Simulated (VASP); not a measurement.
# Al under changes of volume

One of the cells (16.322 Å³/atom); the others are scaled copies at fixed shape and fractional positions:

```
Al
1.0
    -1.59799    1.59799    1.59799
     1.59799   -1.59799    1.59799
     1.59799    1.59799   -1.59799
Al
1
Direct
  0.00000 0.00000 0.00000
```

This isn't the form of Al at room conditions, which is fcc.

* Program: VASP 6.6.1
* Functional: LDA
* Potentials or basis: VASP PAW LDA potentials, release 64 (Al)
* Cutoff: 520 eV
* k mesh: 10 × 10 × 10
* Occupations: fermi-dirac, width 0.05 eV
* Spin: no spin polarisation

```tsv
volume (Å³/atom)	energy over the lowest point (meV/atom)	pressure (GPa)
15.670	?	?
15.996	1.60	1.6
16.322	0.00	0.0
16.649	1.49	-1.4
16.975	5.76	-2.7
```

Problem. What does the run at 15.670 Å³/atom give?

Solution. Energy over the lowest point 6.65 meV/atom; pressure 3.4 GPa.

Worked out: A Birch-Murnaghan fit of order 2 (a polynomial in V^(-2/3)) to the other rows has its minimum at 16.32 Å³/atom with B0 = V·E''(V) = 76 GPa. It gives 6.60 meV/atom at 15.670 Å³/atom, against the run's 6.65, and -dE/dV = 3.4 GPa, against 3.4.

Energies are extrapolated to zero smearing.
